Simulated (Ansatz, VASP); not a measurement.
**Ag: VASP beside Ansatz**

File INCAR:

```
PREC = Accurate ; ENCUT = 520
EDIFF = 1E-6 ; ISMEAR = -1
SIGMA = 0.1 ; LREAL = False
LASPH = True ; NELM = 80
ALGO = Normal ; ISIF = 2
LWAVE = False ; LCHARG = True
GGA = CA ; LELF = True
LVHAR = True ; NBANDS = 12
```

Contents of KPOINTS:

```
regular mesh
0
Gamma
  16 16 16
```

Contents of POSCAR:

```
Ag
1.0
   -1.6326452430      1.6326452430      1.6326452430
    1.6326452430     -1.6326452430      1.6326452430
    1.6326452430      1.6326452430     -1.6326452430
Ag
1
Direct
    0.0000000000      0.0000000000      0.0000000000
```

Input for Ansatz:

```yaml
crystal:
  lattice:
    - [-1.632645243, 1.632645243, 1.632645243]
    - [1.632645243, -1.632645243, 1.632645243]
    - [1.632645243, 1.632645243, -1.632645243]
  atoms:
    - { symbol: Ag, position: [0.0, 0.0, 0.0] }
hamiltonian:
  xc: lda
  pseudopotentials:
    kind: paw
    azcp:
      Ag: "pseudopotentials/Ag.paw.azcp"
basis:
  ecutwfc: 420
  fft_grid_basis: typed
kpoints:
  mp_grid: { grid: [16, 16, 16], shift: [0, 0, 0] }
magnetization:
  spin_polarized: false
scf:
  occupations: { method: fermi_dirac, width: 0.1 }
  lower_state_search: "off"
output:
  stress: true
```

Alike in both runs: task single point; functional LDA; k mesh 16 × 16 × 16; occupations fermi-dirac, width 0.1 eV; no spin polarisation.

|  | VASP | Ansatz |
| --- | --- | --- |
| version | VASP 6.6.1 | Ansatz 0.2.0 |
| potentials or method | VASP PAW LDA potentials, release 64 (Ag) | plane waves (420 eV) with PAW, scalar-relativistic |
| plane-wave cutoff (eV) | 520 | 420 |
| valence electrons in the cell | 11 | 19 |

Ansatz gave:

* pressure (GPa): -8.3

Estimate VASP's values.

pressure (GPa): -8.2.

The two sets of potentials don't hold the same shells in valence. Ansatz warned: «pseudo_functional_mismatch».
